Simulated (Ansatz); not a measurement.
**Which element?**

Cell vectors (Å):

```
0.0000 2.5314 2.5314
2.5314 0.0000 2.5314
2.5314 2.5314 0.0000
```

| atom | a | b | c |
| --- | --- | --- | --- |
| Li | 0.0000 | 0.0000 | 0.0000 |
| X | 0.5000 | 0.5000 | 0.5000 |

Theory: PBEsol, all-electron LAPW in Ansatz 0.2.0, scalar-relativistic. k mesh 8×8×8, strains of ±0.003, fixed occupations.

Elastic constants of a crystal by Kohn-Sham DFT: slopes of the stress over finite engineering strains of the given cell, Voigt indices, Cartesian axes as in the cell vectors.

| index | elastic (GPa) |
| --- | --- |
| 11 | 63.5 |
| 12 | 20.9 |
| 44 | 25.6 |

**Question.** All X atoms are one element. Which one was computed?

**Answer.** Cl; the crystal is LiCl (Fm-3m).
